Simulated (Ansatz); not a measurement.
# WS2: the cell at several levels of theory, part 2 of 3

Ansatz 0.2.0, plane waves.

## 3. r2SCAN+rVV10: cell and atoms

Start: the result of step 2.

input.yaml reads:

```yaml
crystal:
  lattice:
    - [1.5787673149, 0.9115017342, 6.0415736055]
    - [-1.5787673149, 0.9115017342, 6.0415736055]
    - [0.0, -1.8230034685, 6.0415736055]
  atoms:
    - { symbol: W, position: [-2.31004e-05, -2.31004e-05, -2.31004e-05] }
    - { symbol: S, position: [0.420108891, 0.420108891, 0.420108891] }
    - { symbol: S, position: [0.2465808761, 0.2465808761, 0.2465808761] }
kpoints:
  mp_grid: { grid: [8, 8, 8] }
hamiltonian:
  xc: r2scan
  dispersion: rvv10
scf:
  occupations: { method: fermi_dirac, width: 0.02 }
relax:
  f_tol: 0.005
  cell: {}
```

Run with:

```bash
$ ansatz run input.yaml --threads 4 --pin off --max-ram 7372MiB --backend cpu --events-out ev --progress --plain --runs-dir out
```

Log:

```text
Warning: RAYON_NUM_THREADS=4 ignored (pool sized by the plan → 4); use --threads N
basis.fft_grid_basis auto: the FFT boxes are laid along the combinations [[1, 0, -1], [0, 1, -1], [0, 0, 1]] of the cell's own vectors, 3.158, 3.158 and 6.311 Å long. The dense box has 27×27×54 points. Along the cell's own vectors, as sized, it would have 54×54×54, 4.00 times as many. Of the 6 symmetry operations that the crystal satisfies within crystal.symmetry.tolerance (time reversal apart; of a slab, those that keep its plane) the dense box along the cell's own vectors carries 6, and the one as laid loses 4 of those. basis.fft_grid_basis: typed keeps the cell's own vectors: state it where this run's energies or levels are differenced outside the engine with another run's, or held beside a run that keeps those vectors.
Engine: ansatz 0.2.0, x86_64-unknown-linux-gnu
Pseudopotentials: kind: paw
Pseudopotential: W, paw, valence charge 14, recommended cutoff 500 eV (meta_gga), W.paw.azcp
Pseudopotential: S, paw, valence charge 6, recommended cutoff 500 eV (meta_gga), S.paw.azcp
Functional definition: r2SCAN+rVV10
  parameter k0 = 0.174
  parameter k1 = 0.065
  parameter a1 = 4.9479
  exchange = r2scan_x(k0 = k0, k1 = k1, a1 = a1)
  correlation = r2scan_c + rvv10(11.95, 0.0093)
Crystal: 3 atoms, lattice volume = 52.165 Å³
Basis set: ecut = 500 eV, 1319 PW (Γ), FFT grids on a1−a3, a2−a3, a3, exchange–correlation on 108×108×216 points (64 copies of the dense FFT grid, shifted against one another)
Bands: 17, of which v1, the nominal top of the filled ones, is band 13 counted from 1 (12 counted from 0)
Symmetry: 6 space group operations
Space group: R3m (ITA 160), of the structure as read, at distance tolerance 3.7e-5 Å
k-points: 65 of 512 (time reversal used)
Non-local potential: W, projectors of the file, l = 0: 3, l = 1: 2, l = 2: 2, l = 3: 1
Non-local potential: S, projectors of the file, l = 0: 2, l = 1: 2, l = 2: 2
PAW form: soft (Blöchl's): semilocal exchange-correlation on the pseudo side does not see the compensation charge
rVV10 density: all electrons in the spheres
PAW frozen core: W, regenerated for the run's functional (the file was generated under x = pbe(κ = 0.804, μ = 0.2195149727645171), c = pbe(β = 0.06672455060314922))
PAW frozen core: S, regenerated for the run's functional (the file was generated under x = pbe(κ = 0.804, μ = 0.2195149727645171), c = pbe(β = 0.06672455060314922))
PAW one-centre angular grid: W, 590 points (default); XC on 160 Gauss nodes
PAW one-centre angular grid: S, 302 points (default); XC on 160 Gauss nodes
Initial density: superposition of atomic densities (neutral atoms: chi_scale 0, normalization atom), corrected by the library's trained network
Initial wavefunctions: pseudopotential atomic-orbital guess
Functional: x = r2scan, c = r2scan + rvv10(b = 11.95, C = 0.0093); τ floored in thin density (d = 2e-4 eV/Å³)
SCF iter   1: F=—  HF=-12207.656574 eV  |F-HF|=—  |Δ(HF+E_count)|=         —  Δρ=8.03e-3  dr2=2.12e-2  dr2_τ=7.98e-2  ethr=1.77e-3  ⟨swp⟩=6.1  Hψ=6652  notcnv=0
preconditioner: auto → none  [insulator: Δε(μ)=1.139 eV  Ē_g=9.296 eV  σ=0.020 eV  W_gap=1.00  n_scr=16 (ndim 8)  ℏωp=21.8 eV  f_vac=0.010  D(μ)=0.00/eV (n_scr^D=0)  ε∞_Penn≈6.5]
SCF iter   2: F=—  HF=-12207.727440 eV  |F-HF|=—  |Δ(HF+E_count)|=   7.09e-2  Δρ=5.02e-3  dr2=1.44e-2  dr2_τ=1.42e-3  ethr=8.16e-5  ⟨swp⟩=2.9  Hψ=2578  notcnv=0
SCF iter   3: F=—  HF=-12207.729251 eV  |F-HF|=—  |Δ(HF+E_count)|=   1.81e-3  Δρ=3.66e-3  dr2=1.16e-2  dr2_τ=9.18e-4  ethr=5.55e-5  ⟨swp⟩=3.0  Hψ=1982  notcnv=0
SCF iter   4: F=—  HF=-12207.728646 eV  |F-HF|=—  |Δ(HF+E_count)|=   6.04e-4  Δρ=1.70e-3  dr2=5.08e-4  dr2_τ=5.62e-5  ethr=4.47e-5  ⟨swp⟩=2.1  Hψ=1641  notcnv=0
SCF iter   5: F=—  HF=-12207.729324 eV  |F-HF|=—  |Δ(HF+E_count)|=   6.78e-4  Δρ=4.05e-4  dr2=3.78e-5  dr2_τ=3.84e-6  ethr=1.96e-6  ⟨swp⟩=2.5  Hψ=1774  notcnv=0
SCF iter   6: F=—  HF=-12207.729369 eV  |F-HF|=—  |Δ(HF+E_count)|=   4.45e-5  Δρ=1.15e-4  dr2=1.40e-5  dr2_τ=6.21e-7  ethr=1.45e-7  ⟨swp⟩=2.1  Hψ=1765  notcnv=0
SCF iter   7: F=—  HF=-12207.729368 eV  |F-HF|=—  |Δ(HF+E_count)|=   1.04e-6  Δρ=3.86e-5  dr2=3.39e-7  dr2_τ=3.08e-8  ethr=5.40e-8  ⟨swp⟩=2.0  Hψ=1461  notcnv=0
SCF iter   8: F=-12207.729368 eV  HF=-12207.729368 eV  |F-HF|=2.14e-8  |Δ(HF+E_count)|=   3.99e-7  Δρ=9.34e-6  dr2=1.44e-8  dr2_τ=1.64e-9  ethr=3.85e-10  ⟨swp⟩=5.8  Hψ=4523  notcnv=0
SCF 1 converged in 8 iterations: F = -12207.729368 eV  dr2 = 1.44e-8
relax step   1: F+E_penalty+E_count = -12207.72936819 eV  Δ(F+E_penalty+E_count) = +0.000e0 eV  max|allowed force component| = 2.346e-1 eV/Å  Δτ_max = 0.0000 Å  P = +0.910 GPa  Ω = 52.165 Å³  (8 SCF iters, dr2 threshold 1.00e-7 eV, accepted)
Crystal: 3 atoms, lattice volume = 56.986 Å³
Basis set: ecut = 500 eV, 1439 PW (Γ), FFT grids on a1−a3, a2−a3, a3, exchange–correlation on 108×108×216 points (64 copies of the dense FFT grid, shifted against one another)
rVV10 density: all electrons in the spheres
Initial density: handed on by an earlier stage of this run
Initial wavefunctions: those handed on with the density
iter 1 solved again at ethr=2.38e-4 eV; its pass at ethr=3.10e-3 eV (dr2=6.19e-2 eV) is discarded
SCF iter   1: F=—  HF=-12207.343082 eV  |F-HF|=—  |Δ(HF+E_count)|=         —  Δρ=9.44e-3  dr2=6.33e-2  dr2_τ=2.52e-1  ethr=2.38e-4  ⟨swp⟩=1.3  Hψ=7463  notcnv=0
automatic band count: iteration 1 solves 16 bands in place of 17: the levels show a gap, and the empty bands left out lie too high to hold charge; the band table lists the bands solved (type scf.n_extra_bands for more)
preconditioner: auto → none  [insulator: Δε(μ)=1.071 eV  Ē_g=8.806 eV  σ=0.020 eV  W_gap=1.00  n_scr=16 (ndim 8)  ℏωp=20.9 eV  f_vac=0.057  D(μ)=0.00/eV (n_scr^D=0)  ε∞_Penn≈6.6]
SCF iter   2: F=—  HF=-12207.708407 eV  |F-HF|=—  |Δ(HF+E_count)|=   3.65e-1  Δρ=9.39e-3  dr2=1.14e-1  dr2_τ=4.94e-3  ethr=2.38e-4  ⟨swp⟩=3.2  Hψ=2274  notcnv=0
SCF iter   3: F=—  HF=-12207.692269 eV  |F-HF|=—  |Δ(HF+E_count)|=   1.61e-2  Δρ=4.31e-3  dr2=1.05e-2  dr2_τ=1.31e-3  ethr=2.38e-4  ⟨swp⟩=2.8  Hψ=1921  notcnv=0
SCF iter   4: F=—  HF=-12207.692320 eV  |F-HF|=—  |Δ(HF+E_count)|=   5.00e-5  Δρ=1.36e-3  dr2=7.72e-4  dr2_τ=8.86e-5  ethr=4.03e-5  ⟨swp⟩=2.1  Hψ=1710  notcnv=0
SCF iter   5: F=—  HF=-12207.692440 eV  |F-HF|=—  |Δ(HF+E_count)|=   1.20e-4  Δρ=4.78e-4  dr2=7.08e-5  dr2_τ=1.11e-5  ethr=2.97e-6  ⟨swp⟩=2.1  Hψ=1554  notcnv=0
SCF iter   6: F=—  HF=-12207.692469 eV  |F-HF|=—  |Δ(HF+E_count)|=   2.94e-5  Δρ=1.21e-4  dr2=8.67e-6  dr2_τ=4.59e-7  ethr=2.72e-7  ⟨swp⟩=2.1  Hψ=1594  notcnv=0
SCF iter   7: F=—  HF=-12207.692470 eV  |F-HF|=—  |Δ(HF+E_count)|=   1.35e-6  Δρ=6.49e-5  dr2=7.14e-6  dr2_τ=2.61e-7  ethr=3.33e-8  ⟨swp⟩=2.1  Hψ=1626  notcnv=0
SCF iter   8: F=-12207.692469 eV  HF=-12207.692469 eV  |F-HF|=1.03e-8  |Δ(HF+E_count)|=   1.39e-6  Δρ=1.12e-5  dr2=3.62e-8  dr2_τ=3.84e-9  ethr=1.15e-9  ⟨swp⟩=4.7  Hψ=4895  notcnv=0
SCF 2 converged in 8 iterations: F = -12207.692469 eV  dr2 = 3.62e-8
relax step   2: F+E_penalty+E_count = -12207.69246901 eV  Δ(F+E_penalty+E_count) = +3.690e-2 eV  max|allowed force component| = 6.850e-1 eV/Å  Δτ_max = 0.1274 Å  P = -0.364 GPa  Ω = 56.986 Å³  energy of the carried Pulay correction = -1.335e-3 eV  (8 SCF iters, dr2 threshold 3.00e-7 eV, rejected (line search))
Crystal: 3 atoms, lattice volume = 53.974 Å³
Basis set: ecut = 500 eV, 1379 PW (Γ), FFT grids on a1−a3, a2−a3, a3, exchange–correlation on 108×108×216 points (64 copies of the dense FFT grid, shifted against one another)
rVV10 density: all electrons in the spheres
iter 1 solved again at ethr=1.19e-4 eV; its pass at ethr=3.10e-3 eV (dr2=3.09e-2 eV) is discarded
SCF iter   1: F=—  HF=-12207.723180 eV  |F-HF|=—  |Δ(HF+E_count)|=         —  Δρ=5.85e-3  dr2=3.16e-2  dr2_τ=8.71e-2  ethr=1.19e-4  ⟨swp⟩=1.3  Hψ=7367  notcnv=0
automatic band count: iteration 1 solves 16 bands in place of 17: the levels show a gap, and the empty bands left out lie too high to hold charge; the band table lists the bands solved (type scf.n_extra_bands for more)
preconditioner: auto → none  [insulator: Δε(μ)=1.240 eV  Ē_g=8.868 eV  σ=0.020 eV  W_gap=1.00  n_scr=16 (ndim 8)  ℏωp=21.4 eV  f_vac=0.011  D(μ)=0.00/eV (n_scr^D=0)  ε∞_Penn≈6.8]
SCF iter   2: F=—  HF=-12207.754629 eV  |F-HF|=—  |Δ(HF+E_count)|=   3.14e-2  Δρ=6.89e-3  dr2=7.46e-2  dr2_τ=2.97e-3  ethr=1.19e-4  ⟨swp⟩=3.4  Hψ=2279  notcnv=0  recentre
SCF iter   3: F=—  HF=-12207.743526 eV  |F-HF|=—  |Δ(HF+E_count)|=   1.11e-2  Δρ=3.62e-3  dr2=6.04e-3  dr2_τ=2.78e-4  ethr=1.19e-4  ⟨swp⟩=3.0  Hψ=1880  notcnv=0
SCF iter   4: F=—  HF=-12207.743685 eV  |F-HF|=—  |Δ(HF+E_count)|=   1.59e-4  Δρ=1.04e-3  dr2=1.14e-3  dr2_τ=6.85e-5  ethr=2.32e-5  ⟨swp⟩=2.0  Hψ=1917  notcnv=0
SCF iter   5: F=—  HF=-12207.743558 eV  |F-HF|=—  |Δ(HF+E_count)|=   1.27e-4  Δρ=4.45e-4  dr2=1.07e-4  dr2_τ=1.29e-5  ethr=4.38e-6  ⟨swp⟩=2.2  Hψ=1637  notcnv=0
SCF iter   6: F=—  HF=-12207.743560 eV  |F-HF|=—  |Δ(HF+E_count)|=   2.64e-6  Δρ=9.48e-5  dr2=3.56e-6  dr2_τ=1.52e-7  ethr=4.11e-7  ⟨swp⟩=2.1  Hψ=1430  notcnv=0
SCF iter   7: F=—  HF=-12207.743563 eV  |F-HF|=—  |Δ(HF+E_count)|=   2.61e-6  Δρ=4.60e-5  dr2=4.06e-6  dr2_τ=1.26e-7  ethr=1.37e-8  ⟨swp⟩=2.2  Hψ=1736  notcnv=0
SCF iter   8: F=—  HF=-12207.743561 eV  |F-HF|=—  |Δ(HF+E_count)|=   1.47e-6  Δρ=8.25e-6  dr2=3.84e-8  dr2_τ=1.90e-9  ethr=1.37e-8  ⟨swp⟩=2.0  Hψ=1393  notcnv=0
SCF iter   9: F=—  HF=-12207.743562 eV  |F-HF|=—  |Δ(HF+E_count)|=   1.08e-6  Δρ=1.45e-6  dr2=8.37e-10  dr2_τ=1.65e-10  ethr=1.48e-10  ⟨swp⟩=2.0  Hψ=1631  notcnv=0
SCF iter  10: F=—  HF=-12207.743562 eV  |F-HF|=—  |Δ(HF+E_count)|=  5.53e-10  Δρ=5.48e-7  dr2=3.40e-10  dr2_τ=1.13e-11  ethr=3.22e-12  ⟨swp⟩=2.1  Hψ=1789  notcnv=0
SCF iter  11: F=-12207.743562 eV  HF=-12207.743562 eV  |F-HF|=5.46e-12  |Δ(HF+E_count)|=  9.09e-12  Δρ=7.39e-8  dr2=2.17e-12  dr2_τ=2.53e-13  ethr=1.00e-12  ⟨swp⟩=6.0  Hψ=5888  notcnv=0
SCF 3 converged in 11 iterations: F = -12207.743562 eV  dr2 = 2.17e-12
relax step   3: F+E_penalty+E_count = -12207.74356240 eV  Δ(F+E_penalty+E_count) = -1.419e-2 eV  max|allowed force component| = 1.544e-2 eV/Å  Δτ_max = 0.0494 Å  P = +0.092 GPa  Ω = 53.974 Å³  energy of the carried Pulay correction = -5.151e-4 eV  (11 SCF iters, accepted)
[... 11 lines left out ...]
relax step   4: F+E_penalty+E_count = -12207.74400437 eV  Δ(F+E_penalty+E_count) = -4.420e-4 eV  max|allowed force component| = 1.430e-2 eV/Å  Δτ_max = 0.0073 Å  P = +0.095 GPa  Ω = 54.207 Å³  energy of the carried Pulay correction = -5.804e-4 eV  (5 SCF iters, dr2 threshold 3.00e-7 eV, accepted)
[... 13 lines left out ...]
relax step   5: F+E_penalty+E_count = -12207.74395798 eV  Δ(F+E_penalty+E_count) = +4.639e-5 eV  max|allowed force component| = 3.175e-2 eV/Å  Δτ_max = 0.0010 Å  P = -0.240 GPa  Ω = 54.347 Å³  energy of the carried Pulay correction = -6.193e-4 eV  (7 SCF iters, dr2 threshold 1.36e-7 eV, rejected (line search))
[... 16 lines left out ...]
relax step   6: F+E_penalty+E_count = -12207.74403320 eV  Δ(F+E_penalty+E_count) = -2.883e-5 eV  max|allowed force component| = 1.493e-3 eV/Å  Δτ_max = 0.0006 Å  P = +0.021 GPa  Ω = 54.249 Å³  energy of the carried Pulay correction = -5.920e-4 eV  (9 SCF iters, accepted)
[... 13 lines left out ...]
relax step   7: F+E_penalty+E_count = -12207.74403428 eV  Δ(F+E_penalty+E_count) = -1.072e-6 eV  max|allowed force component| = 1.295e-3 eV/Å  Δτ_max = 0.0026 Å  P = -0.005 GPa  Ω = 54.343 Å³  energy of the carried Pulay correction = -6.182e-4 eV  (7 SCF iters, dr2 threshold 1.40e-8 eV, accepted)
rVV10 density: all electrons in the spheres
Initial wavefunctions: pseudopotential atomic-orbital guess (no wavefunctions were taken with the density)
iter 1 solved again at ethr=3.83e-7 eV; its pass at ethr=3.10e-3 eV (dr2=9.95e-5 eV) is discarded
SCF iter   1: F=—  HF=-12207.744680 eV  |F-HF|=—  |Δ(HF+E_count)|=         —  Δρ=9.66e-5  dr2=5.27e-7  dr2_τ=6.20e-6  ethr=3.83e-7  ⟨swp⟩=3.0  Hψ=9667  notcnv=0
preconditioner: auto → none  [insulator: Δε(μ)=1.312 eV  Ē_g=9.278 eV  σ=0.020 eV  W_gap=1.00  n_scr=16 (ndim 8)  ℏωp=21.4 eV  f_vac=0.017  D(μ)=0.00/eV (n_scr^D=0)  ε∞_Penn≈6.3]
SCF iter   2: F=—  HF=-12207.744681 eV  |F-HF|=—  |Δ(HF+E_count)|=   8.93e-7  Δρ=4.78e-5  dr2=1.26e-7  dr2_τ=2.93e-7  ethr=2.03e-9  ⟨swp⟩=2.7  Hψ=2038  notcnv=0
SCF iter   3: F=—  HF=-12207.744682 eV  |F-HF|=—  |Δ(HF+E_count)|=   5.01e-7  Δρ=4.15e-6  dr2=2.63e-8  dr2_τ=2.36e-9  ethr=4.86e-10  ⟨swp⟩=2.0  Hψ=1816  notcnv=0
SCF iter   4: F=—  HF=-12207.744682 eV  |F-HF|=—  |Δ(HF+E_count)|=   3.68e-9  Δρ=2.15e-6  dr2=1.19e-9  dr2_τ=3.28e-10  ethr=1.01e-10  ⟨swp⟩=2.0  Hψ=1434  notcnv=0
SCF iter   5: F=—  HF=-12207.744682 eV  |F-HF|=—  |Δ(HF+E_count)|=   1.00e-9  Δρ=6.72e-7  dr2=6.06e-11  dr2_τ=3.41e-11  ethr=4.56e-12  ⟨swp⟩=2.0  Hψ=1643  notcnv=0
SCF iter   6: F=—  HF=-12207.744682 eV  |F-HF|=—  |Δ(HF+E_count)|=  8.19e-11  Δρ=1.44e-7  dr2=3.09e-11  dr2_τ=1.94e-12  ethr=1.00e-12  ⟨swp⟩=7.0  Hψ=5687  notcnv=0
SCF iter   7: F=-12207.744682 eV  HF=-12207.744682 eV  |F-HF|=1.64e-11  |Δ(HF+E_count)|=  1.82e-12  Δρ=7.60e-8  dr2=7.90e-12  dr2_τ=5.22e-13  ethr=1.00e-12  ⟨swp⟩=7.0  Hψ=5339  notcnv=0
SCF 8 converged in 7 iterations: F = -12207.744682 eV  dr2 = 7.90e-12
relax step   8: F+E_penalty+E_count = -12207.74468168 eV  Δ(F+E_penalty+E_count) = -6.474e-4 eV  max|allowed force component| = 1.207e-3 eV/Å  Δτ_max = 0.0000 Å  P = -0.002 GPa  Ω = 54.343 Å³  stress off target by 3.28e-3 GPa  SCF on the basis re-selected at this cell (its energy is not comparable with the rows above)  (7 SCF iters)
basis re-selected at this cell: Δ(F+E_penalty+E_count) = -6.474e-4 eV, ΔP = +0.003 GPa vs the last step (what re-selecting the basis moved, of the pressure what is left beyond the Pulay correction that the steps carried, after the strain that the cell walked since its last selection, with what the two solves' SCF thresholds leave and, on support functions, any second-order correction that the steps lacked; it is no measure of the basis error at this ecutwfc). This SCF's stress stands 3.28e-3 GPa from its target on what of the cell is left free (relax.cell.stress_tol is 5.00e-2 GPa) and its largest allowed force component is 1.21e-3 eV/Å (relax.f_tol is 5.00e-3 eV/Å): within both
SCF converged after 7 iterations
Free energy (F): -12207.744682 eV
Harris-Foulkes:  -12207.744682 eV  (|F-HF|=1.64e-11)
Internal energy: -12207.744682 eV  (E = F + TS)
E sigma→0 (E₀):  -12207.744682 eV
Fermi energy:    11.889890 eV
--- Per-component energies (eV) ---
  E_band       = -216.093042
  E_kinetic    = 666.576059
  E_local      = -1811.614141  (includes V_loc(G=0)·N_el)
  E_nonlocal   = 57.696977
  E_hartree    = 721.188805
  E_xc         = -429.489119
  E_vxc        = -449.809671  (∫ρ·V_xc dr)
  E_paw        = -9812.163187  (= ΣΔE_a)
  E_vpaw       = -143.558174  (= ΣTr[D̂ρ^β])
  E_aug_tail   = -0.000029  (compensation charges beyond the density's cutoff)
  E_vtau       = 22.238332  (kinetic-family band-sum trace: ∫τ·v_τ [+ j·A + Jᵃ·Aᵃ] dr)
  E_ewald      = -1599.132563
  E_core_change = -0.807482  (= ΣΔE_core)
  E_smearing   = -0.000000  (= −TS)
  E_closure    = 0.000000  (closes the sum)
  Σ components = -12207.744682   (vs F -12207.744682, Δ=0.00e0)
--- Forces (eV/Å), atoms counted from 1 ---
  atom   1  W      0.00000000     0.00000000    -0.00055376
  atom   2  S      0.00000000     0.00000000    -0.00065322
  atom   3  S      0.00000000    -0.00000000     0.00120648
  max |Σ_I F_I| component: 5.03e-7 eV/Å
--- Stress (GPa, compression-positive) ---
       -0.000821       0.000000      -0.000000
        0.000000      -0.000821       0.000000
       -0.000000       0.000000      -0.003279
  P = ⅓ Tr σ = -0.0016 GPa (-0.016 kbar)
--- Relaxed structure (7 steps of the walk, 5 accepted, 1 SCFs on fresh bases) ---
  F+E_penalty+E_count = -12207.74468168 eV   max|allowed force component| = 1.207e-3 eV/Å   (the final SCF, on the basis selected at the relaxed cell)
  cell:  # Å, volume = 54.3430 Å³
    - [1.585886697468173, 0.9156121116702889, 6.237469705925497]
    - [-1.585886697468173, 0.9156121116702889, 6.237469705925497]
    - [3.0783619603616257e-33, -1.8312242233921987, 6.23746970591792]
  atoms:
    - { symbol: W, position: [-1.156876975831559e-5, -1.156876975831559e-5, -1.1568769758315584e-5] }
    - { symbol: S, position: [0.41679816939586056, 0.41679816939586056, 0.4167981693958606] }
    - { symbol: S, position: [0.24988006607389776, 0.24988006607389776, 0.24988006607389776] }
```

Run time: 43 s. Hardware: 4 threads of Intel Xeon 6975P-C (Granite Rapids), shared host; peak memory 0.69 GiB.

The steps:

| step | energy change (meV/atom) | largest force (eV/Å) | pressure (GPa) | volume (Å³/atom) |
| --- | --- | --- | --- | --- |
| 1 | 0.0 | 0.2346 | 0.91 | 17.388 |
| 2* | 12.3 | 0.6850 | -0.36 | 18.995 |
| 3 | -4.7 | 0.0154 | 0.09 | 17.991 |
| 4 | -4.9 | 0.0143 | 0.09 | 18.069 |
| 5* | -4.9 | 0.0317 | -0.24 | 18.116 |
| 6 | -4.9 | 0.0015 | 0.02 | 18.083 |
| 7 | -4.9 | 0.0013 | 0.00 | 18.114 |
| 8 | -5.1 | 0.0012 | 0.00 | 18.114 |

A star marks a trial step that the optimiser took back.

Step 8 solves the same cell on a plane-wave basis chosen anew, so the energy can jump there without a move.

The table lists every geometry solved, with passes on a fresh basis, whose energies don't compare exactly with the rows above.

|  | before | after | change |
| --- | --- | --- | --- |
| a (Å) | 3.158 | 3.172 | +0.45 % |
| c (Å) | 18.125 | 18.712 | +3.24 % |
| volume (Å³/atom) | 17.388 | 18.114 | +4.18 % |
| shortest distance (Å) | 2.407 | 2.407 | -0.03 % |
| space group | R3m | R3m | same |

[end of part 2 of 3]
